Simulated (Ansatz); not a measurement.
# V (sc type): the cost of one run

Method: DFT PBE, scalar-relativistic, in Ansatz 0.2.0.

2 further runs of the same task are left out: 1 that didn't finish, 1 set aside as unsound or not needed.

**1. The system as given**

Symmetry: Pm-3m, No. 221, cubic system. Conventional cell: a = 2.449 Å, b = 2.449 Å, c = 2.449 Å, α = 90.00°, β = 90.00°, γ = 90.00°. V (site symmetry m-3m) has 6 V at 2.45 Å as nearest neighbours.

Structure file:

```
V
1.0
     2.44880    0.00000    0.00000
     0.00000    2.44880    0.00000
     0.00000    0.00000    2.44880
V
1
Cartesian
  0.0000 0.0000 0.0000
```

**2. After the deformation**

Space group Pm-3m before, R-3m after.

**3. All-electron LAPW**

input.yaml

```yaml
crystal:
  lattice:
    - [2.4487986509, 0.0122439932, 0.0122439932]
    - [0.0122439932, 2.4487986509, 0.0122439932]
    - [0.0122439932, 0.0122439932, 2.4487986509]
  atoms:
    - { symbol: V, position: [0.0, 0.0, 0.0], spin: 1.5 }
magnetization:
  spin_polarized: true
kpoints:
  mp_grid: { grid: [14, 14, 14] }
scf:
  occupations: { method: fermi_dirac, width: 0.08 }
hamiltonian:
  xc: pbe
  pseudopotentials: { kind: all_electron, lapw: { basis_error: 0.0005 } }
output:
  forces: true
  stress: true
  eigenvalues: true
```

Run with:

```bash
$ ansatz run input.yaml --threads 1 --pin off --max-ram 3072MiB --backend cpu --events-out ev --progress --plain --runs-dir out
```

Q: Estimate wall time and peak memory on 1 thread of Arm Neoverse V1, shared host.

About 63 s, with a peak of 0.56 GiB.
